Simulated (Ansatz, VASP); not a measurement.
**LiH in VASP and in Ansatz**

```
Li H
1.0
     2.50166    0.00000    0.00000
     0.00000    2.50166    0.00000
     0.00000    0.00000    2.50166
Li H
1 1
Direct
  0.00000 0.00000 0.00000
  0.50000 0.50000 0.50000
```

Alike in both runs: task single point; functional PBE-based screened hybrid; k mesh 4 × 4 × 4; no spin polarisation.

|  | VASP | Ansatz |
| --- | --- | --- |
| version | VASP 6.6.1 | Ansatz 0.2.0 |
| potentials or method | VASP PAW PBE potentials, release 64 (Li_sv, H) | plane waves |
| plane-wave cutoff (eV) | 520 | 420 |
| occupations | gaussian, width 0.01 eV | fixed |
| valence electrons in the cell | 4 | 4 |

```csv
,VASP,Ansatz,Ansatz less VASP
gap on the k mesh at the Fermi level (eV),1.17,1.16,-0.014
```

Ansatz warned: «stress_exchange_threshold_loose».

Caveats: the k mesh is coarse (spacing up to 0.63 Å⁻¹), so the values aren't converged. A k mesh can miss the band edges.
